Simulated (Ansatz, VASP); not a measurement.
**AlN in VASP and in Ansatz**

```
Al N
1.0
     0.00000    2.01767    2.01767
     2.01767    0.00000    2.01767
     2.01767    2.01767    0.00000
Al N
1 1
Direct
  0.50000 0.50000 0.50000
  0.00000 0.00000 0.00000
```

Measurements of this composition are mostly on another form, of space group No. 186.

Alike in both runs: functional PBE; dispersion D3(BJ); k mesh 10 × 10 × 10; occupations gaussian, width 0.02 eV; no spin polarisation.

Ansatz relaxed the structure, and its values are those at the end. VASP's run is a single point on that final structure, the one shown.

|  | VASP | Ansatz |
| --- | --- | --- |
| version | VASP 6.6.1 | Ansatz 0.2.0 |
| potentials or method | VASP PAW PBE potentials, release 64 (Al, N) | scalar-relativistic, plane waves, PAW |
| plane-wave cutoff (eV) | 520 | 420 |
| valence electrons in the cell | 8 | 8 |

VASP gave:

- gap on the k mesh at the Fermi level (eV): 4.66
- least direct gap on the mesh (eV): 5.76
- pressure (GPa): -0.3

**Question.** Estimate Ansatz's values.

**Answer.** gap on the k mesh at the Fermi level (eV): 4.69; least direct gap on the mesh (eV): 5.75; pressure (GPa): 0.0.

A k mesh can miss the band edges.
